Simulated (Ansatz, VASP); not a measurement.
# Cross-check of B31N31O (V_B-O_N) between VASP and Ansatz, part 2 of 2

One calculation is typed for both programs; each brings its own data sets. How far apart do they land? The cell is taken from a series of runs on this material, whose earlier steps may have relaxed, scaled, displaced or heated it; both programs get it as it stands.

VASP 6.6.1 and Ansatz 0.2.0.

So far: Set-up; Ansatz: single point, HSE06.

**3. VASP: single point, HSE06**

Level of this step: HSE06, spin-polarised from a ferromagnetic start; plane waves and PAW (B, N, O) (VASP).

The same cell, functional, mesh and smearing now go to VASP, with its own data sets.

Lines of VASP's logs that name or quote its potential files are left out, and so is its time.

The run reads the wave functions of an earlier VASP run, which isn't shown here.

Input file INCAR:

```
SYSTEM = B31N31O
PREC = Accurate
ENCUT = 520
EDIFF = 1E-06
NELM = 100
ISMEAR = -1
SIGMA = 0.01
LREAL = Auto
ALGO = Normal
LHFCALC = .TRUE.
AEXX = 0.25
GGA = PE
HFSCREEN = 0.208
LASPH = .TRUE.
NBANDS = 171
ISPIN = 2
MAGMOM = -0 -0 -0 -0 0 -0 -0 -0 0 -0 -0 -0 -0 -0 -0.01 -0.01 0 -0 -0 -0 -0 -0.01 -0 -0.01 -0 -0.01 -0.01 -0 -0.01 -0.01 -0.01 0 0 0 0 0 0 0 0 0 0 0 0.04 0.04 0.34 0.02 0 0 0 0 0.04 0.34 0.04 0.02 0.34 0.04 0.04 0.02 0 0 0 0.01 0
PRECFOCK = Fast
LORBIT = 11
LWAVE = .FALSE.
LCHARG = .FALSE.
ISIF = 2
NUPDOWN = 2
```

Input file POSCAR:

```
B31N31O
1.0
    7.2493347136      0.0000000000      0.0000000000
    0.0000000000      0.0000000000     -7.2493347136
    0.0000000000      7.2493347136      0.0000000000
B N O
31 31 1
Direct
    0.0005166223      0.0001009887      0.9990771699
    0.9995459948      0.2501973501      0.2491755563
    0.2506154261      0.9991306040      0.2491755285
    0.2506137240      0.2501983513      0.9981143993
    0.0005256262      0.0001135283      0.4987743504
    0.0010074365      0.2501059798      0.7491057243
    0.2505167697      0.0005954607      0.7491038258
    0.2486062161      0.2481949706      0.4980459880
    0.0005303419      0.4997960047      0.9990941574
    0.0010074596      0.7501248024      0.2490829425
    0.2486141737      0.4990694301      0.2471770624
    0.2505180434      0.7501273361      0.9995706602
    0.0004316490      0.5002057738      0.4991836479
    0.0004440083      0.7501783176      0.7491567641
    0.2534723535      0.5003572880      0.7469618588
    0.2534769175      0.7479830011      0.4993321302
    0.5002098966      0.0001115493      0.9990906657
    0.4994915546      0.2481919740      0.2471770868
    0.7505413506      0.0005902846      0.2490799170
    0.7505423592      0.2501009570      0.9995717227
    0.5006219697      0.0000138059      0.4991833590
    0.5007706043      0.2530524073      0.7469676318
    0.7505881856      0.0000266303      0.7491544116
    0.7483983157      0.2530602592      0.4993338274
    0.5006232052      0.5002047411      0.9989938448
    0.5007718020      0.7479855040      0.2520344843
    0.7483995497      0.5003504611      0.2520406932
    0.7505900870      0.7501748116      0.9990050756
    0.5004621157      0.7492205306      0.7481942430
    0.7496431065      0.5000516290      0.7482019090
    0.7496419998      0.7492210641      0.4990305634
    0.1247100276      0.1242973445      0.3738665894
    0.1247097279      0.3748867164      0.1232756057
    0.3753031814      0.1242934986      0.1232759929
    0.1258349241      0.1254199787      0.8741073568
    0.1273066136      0.3752867804      0.6221584433
    0.3757012635      0.1268930200      0.6221590298
    0.3758052403      0.3753900016      0.8737848199
    0.1273093319      0.6231815976      0.3742646131
    0.1258323573      0.8751295632      0.1243959326
    0.3756999280      0.6231816703      0.1258709867
    0.3758059871      0.8748064424      0.3743668150
    0.1247466446      0.6259128115      0.8753817142
    0.1247493161      0.8764025772      0.6248933576
    0.3656365052      0.6370739872      0.6360512293
    0.3752978711      0.8769515145      0.8759270052
    0.6235985731      0.1268928475      0.3742665749
    0.6235971598      0.3752829769      0.1258738060
    0.8755449641      0.1254173301      0.1243966953
    0.8752219395      0.3753915078      0.3743703490
    0.6263250475      0.1243302296      0.8753803139
    0.6374960187      0.3652201339      0.6360626533
    0.8768131108      0.1243363354      0.6248958492
    0.8773686841      0.3748858159      0.8759326614
    0.6374959028      0.6370803787      0.3642028380
    0.6263256108      0.8763994383      0.1233105089
    0.8768125711      0.6259134979      0.1233163123
    0.8773679788      0.8769529398      0.3738668889
    0.6256332883      0.6252165851      0.8746089042
    0.6256332431      0.8756296633      0.6241982118
    0.8760479656      0.6252204626      0.6242020264
    0.8758077452      0.8753943065      0.8743730249
    0.3636512732      0.3632352231      0.3622102635
```

Input file KPOINTS:

```
Automatic mesh
0
Gamma
1 1 1
0 0 0
```

The projector-augmented-wave data sets are B, N and O (PBE family, release 64).

Launch:

```console
$ export OMP_NUM_THREADS=3
$ mpirun -np 1 vasp_gam
```

Log:

```text
[banner, memory and clock lines left out]
running    1 mpi-ranks, on    1 nodes
[...]
Offloading initialized ...    1 GPUs detected
[...]
LDA part: xc-table for (Slater+PW92), standard interpolation
 found WAVECAR, reading the header
 POSCAR, INCAR and KPOINTS ok, starting setup
[...]
reading WAVECAR
 the WAVECAR file was read successfully
 initial charge from wavefunction
 entering main loop
       N       E                     dE             d eps       ncg     rms          rms(c)
DAV:   1    -0.634115386282E+03   -0.63412E+03   -0.79671E+00   728   0.867E+00    0.265E+00
DAV:   2    -0.634169528228E+03   -0.54142E-01   -0.23190E-01   808   0.122E+00    0.169E+00
DAV:   3    -0.634153131807E+03    0.16396E-01   -0.39929E-02   800   0.573E-01    0.943E-01
DAV:   4    -0.634148962898E+03    0.41689E-02   -0.85770E-03   800   0.252E-01    0.560E-01
[...]
DAV:   9    -0.634146668704E+03    0.11863E-04   -0.12095E-05   821   0.106E-02    0.288E-02
DAV:  10    -0.634146665687E+03    0.30168E-05   -0.22242E-06   549   0.471E-03    0.168E-02
DAV:  11    -0.634146664969E+03    0.71796E-06   -0.84061E-07   480   0.283E-03
   1 F= -.63414666E+03 E0= -.63414666E+03  d E =-.568494E-14  mag=     2.0000
```

OUTCAR, selected parts (step 3):

```text
  FREE ENERGIE OF THE ION-ELECTRON SYSTEM (eV)
  ---------------------------------------------------
  free  energy   TOTEN  =      -634.1466649688 eV

  energy  without entropy=     -634.1466649688  energy(sigma->0) =     -634.14666497

 magnetization (x)
# of ion       s       p       d       tot
------------------------------------------
    1       -0.000  -0.001   0.000  -0.001
    2       -0.000  -0.001   0.000  -0.001
    3       -0.000  -0.001   0.000  -0.001
    4       -0.000  -0.001   0.000  -0.001
    5       -0.001   0.007   0.000   0.006
    6       -0.001  -0.002   0.000  -0.003
    7       -0.001  -0.002   0.000  -0.003
    8       -0.000  -0.000   0.000  -0.000
    9       -0.001   0.007   0.000   0.006
   10       -0.001  -0.002   0.000  -0.003
   11       -0.000  -0.000   0.000  -0.000
   12       -0.001  -0.002   0.000  -0.003
   13       -0.000  -0.001   0.000  -0.001
[...]
--------------------------------------------------
tot          0.046   1.497   0.000   1.543

[... 1 further part left out ...]
```

The run ends at a pressure of -7.32 GPa, with forces up to 0.30 eV/Å.

**4. Side by side**

Known differences besides the potentials themselves: exact exchange at q = 0 is treated differently, which shows on coarse meshes; VASP keeps PBE cores, Ansatz makes them for the functional; the cutoff is 420 eV in Ansatz and 520 eV in VASP (PREC = Accurate, projectors in real space); VASP takes a coarser grid for exact exchange (PRECFOCK = Fast); site moments are counted in spheres of each program's own size. Total energies have different zeros and are not compared.

Compared:

| quantity | Ansatz | VASP | difference |
| --- | --- | --- | --- |
| total moment, fixed by the input (μB) | 2.00 | 2.00 | 0.00 |
| moment on N52 (μB) | 0.34 | 0.41 | -0.08 |
| moment on N55 (μB) | 0.34 | 0.41 | -0.08 |
| moment on N45 (μB) | 0.34 | 0.41 | -0.08 |

Forces on 10 of the 63 atoms, those with the largest forces and the largest differences (eV/Å; atoms numbered as in POSCAR):

| atom | Ansatz x, y, z | VASP x, y, z |
| --- | --- | --- |
| B8 | -0.002, -0.078, 0.002 | -0.006, -0.038, 0.006 |
| B11 | -0.002, -0.002, 0.078 | -0.007, -0.006, 0.042 |
| B15 | -0.160, 0.176, 0.101 | -0.158, 0.172, 0.106 |
| B18 | -0.078, -0.002, 0.002 | -0.042, -0.005, 0.006 |
| B22 | -0.101, 0.176, 0.160 | -0.105, 0.172, 0.157 |
| B27 | 0.176, -0.160, 0.101 | 0.171, -0.159, 0.106 |
| B29 | 0.102, 0.196, -0.196 | 0.108, 0.194, -0.192 |
| B30 | 0.196, 0.196, -0.102 | 0.191, 0.193, -0.108 |
| B31 | 0.196, 0.102, -0.196 | 0.190, 0.108, -0.191 |
| O63 | -0.168, -0.168, 0.168 | -0.176, -0.170, 0.174 |

The forces differ by 5.4 meV/Å r.m.s., which is 7.4 % of the r.m.s. force of 0.073 eV/Å (both taken over all components).

**5. Summary of results**

```
r.m.s. force difference (single point, HSE06) : 5.4 meV/Å
```

What this shows: The r.m.s. force difference is 5.4 meV/Å (single point, HSE06), within the 12 meV/Å picked in this series as the mark of a large difference. Such differences can come from data sets, numerical settings and the points named under the comparisons, not from the functional's error against experiment.

[Lines on the potential files, build, host, timing and source positions are cut from VASP's logs without a mark.]

[Logs are printed without paths, hosts, clocks, repeated set-up lines and the standing remarks that a program may print on its own settings, such as how far it seeks lower states.]

[Hosts, paths, dates, database ids (printed as entryN), source tags and the programs' standing remarks are cut or masked in the printed files.]
